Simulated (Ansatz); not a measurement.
**HgS, single point**

The cell (2 atoms) is HgS as an experimental structure (space group F-43m). Source: COD entry 9008848, which need not be the ambient phase.

Theory: DFT, PBE, PAW, plane waves, scalar-relativistic (Ansatz development build ahead of 0.2.0).

Input:

```yaml
crystal:
  lattice:
    - [0.0, 2.92585, 2.92585]
    - [2.92585, 0.0, 2.92585]
    - [2.92585, 2.92585, 0.0]
  atoms:
    - { symbol: Hg, position: [0.0, 0.0, 0.0] }
    - { symbol: S, position: [0.75, 0.75, 0.75] }
hamiltonian:
  xc: pbe
  pseudopotentials: { kind: paw }
basis:
  ecutwfc: 420
kpoints:
  mp_grid: { grid: [6, 6, 6] }
scf:
  occupations: { method: fermi_dirac, width: 0.05 }
  lower_state_search: "off"
  max_iter: 15
output:
  forces: true
  stress: true
```

Command:
```sh
ansatz run input.yaml --threads 2 --pin off --max-ram 5120MiB --backend cpu --events-out ev --progress --plain --runs-dir out
```

What the program printed (shortened):

```
Pseudopotentials: kind: paw
Pseudopotential: Hg, paw, valence charge 20, recommended cutoff 420 eV (normal), Hg.paw.azcp
Pseudopotential: S, paw, valence charge 6, recommended cutoff 420 eV (normal), S.paw.azcp
Functional definition: PBE
Crystal: 2 atoms, lattice volume = 50.094 Å³
Basis set: ecut = 420 eV, 941 PW (Γ), exchange–correlation on 60×60×60 points (8 copies of the dense FFT grid, shifted against one another)
Bands: 17, of which v1, the nominal top of the filled ones, is band 13 counted from 1 (12 counted from 0)
Symmetry: 24 space group operations
Space group: F-43m (ITA 216), of the structure as read, at distance tolerance 3.7e-5 Å
k-points: 16 of 216 (time reversal used)
Non-local potential: Hg, projectors of the file, l = 0: 3, l = 1: 2, l = 2: 2, l = 3: 1
Non-local potential: S, projectors of the file, l = 0: 2, l = 1: 2, l = 2: 2
Initial density: superposition of atomic densities (neutral atoms: chi_scale 0, normalization atom), corrected by the library's trained network
Initial wavefunctions: pseudopotential atomic-orbital guess
Functional: x = pbe(κ = 0.804, μ = 0.2195149727645171), c = pbe(β = 0.06672455060314922)
SCF iter   1: F=—  HF=-14715.759952 eV  |F-HF|=—  |Δ(HF+E_count)|=         —  Δρ=9.12e-4  dr2=4.71e-4  ethr=1.77e-3  ⟨swp⟩=5.8  Hψ=1364  notcnv=0
preconditioner: auto → none  [insulator: Δε(μ)=1.049 eV  Ē_g=11.492 eV  σ=0.050 eV  W_gap=0.68  n_scr=14 (ndim 8)  ℏωp=22.3 eV  f_vac=0.120  D(μ)=0.13/eV (n_scr^D=0)  ε∞_Penn≈4.8]
SCF iter   2: F=—  HF=-14715.760319 eV  |F-HF|=—  |Δ(HF+E_count)|=   3.67e-4  Δρ=4.36e-4  dr2=6.80e-5  ethr=1.81e-6  ⟨swp⟩=2.6  Hψ=626  notcnv=0
SCF iter   3: F=—  HF=-14715.760326 eV  |F-HF|=—  |Δ(HF+E_count)|=   6.64e-6  Δρ=1.85e-4  dr2=9.10e-6  ethr=2.61e-7  ⟨swp⟩=2.0  Hψ=401  notcnv=0
SCF iter   4: F=—  HF=-14715.760350 eV  |F-HF|=—  |Δ(HF+E_count)|=   2.40e-5  Δρ=6.56e-5  dr2=1.13e-6  ethr=3.50e-8  ⟨swp⟩=2.1  Hψ=398  notcnv=0
iter 5 did not close the SCF: its close was put off for the readings that it lacked (scf_convergence_deferred on its scf_iter line)
SCF iter   5: F=-14715.760354 eV  HF=-14715.760354 eV  |F-HF|=1.24e-7  |Δ(HF+E_count)|=   3.70e-6  Δρ=1.16e-5  dr2=3.39e-8  ethr=4.33e-9  ⟨swp⟩=2.0  Hψ=417  notcnv=0
SCF iter   6: F=-14715.760354 eV  HF=-14715.760354 eV  |F-HF|=2.39e-9  |Δ(HF+E_count)|=   1.36e-7  Δρ=1.82e-6  dr2=1.72e-9  ethr=1.31e-10  ⟨swp⟩=2.1  Hψ=960  notcnv=0
SCF 1 converged in 6 iterations: F = -14715.760354 eV  dr2 = 1.72e-9
  greatest PAW one-centre occupation: 1.000 electrons in one spin orbital (limit 2), on the Hg atom at site 0 (counted from 0), in its partial waves of l = 0
SCF converged after 6 iterations
Free energy (F): -14715.760354 eV
Harris-Foulkes:  -14715.760354 eV  (|F-HF|=2.39e-9)
Internal energy: -14715.759338 eV  (E = F + TS)
E sigma→0 (E₀):  -14715.759846 eV
Entropy (-TS):   -0.001015 eV (-0.508 meV/atom)
Fermi energy:    8.373252 eV
--- Per-component energies (eV) ---
  E_band       = -493.055421
  E_kinetic    = 709.975379
  E_local      = -3428.524487  (includes V_loc(G=0)·N_el)
  E_nonlocal   = 101.516517
  E_hartree    = 1458.983207
  E_xc         = -317.127843
  E_vxc        = -349.232604  (∫ρ·V_xc dr)
  E_paw        = -10544.245947  (= ΣΔE_a)
  E_vpaw       = -444.758838  (= ΣTr[D̂ρ^β])
  E_aug_tail   = 0.000954  (compensation charges beyond the density's cutoff)
  E_ewald      = -2696.337119
  E_smearing   = -0.001015  (= −TS)
  E_closure    = 0.000000  (closes the sum)
  Σ components = -14715.760354   (vs F -14715.760354, Δ=0.00e0)
--- Forces (eV/Å), atoms counted from 1 ---
  atom   1  Hg    -0.00000000    -0.00000000    -0.00000000
  atom   2  S      0.00000000    -0.00000000     0.00000000
  max |Σ_I F_I| component: 2.45e-16 eV/Å
--- Stress (GPa, compression-positive) ---
        4.287237       0.000000      -0.000000
       -0.000000       4.287237       0.000000
       -0.000000       0.000000       4.287237
  P = ⅓ Tr σ = 4.2872 GPa (42.872 kbar)
```

The run took 1.3 s on 2 threads of Arm Neoverse V1 (shared host), peak memory 0.29 GiB.
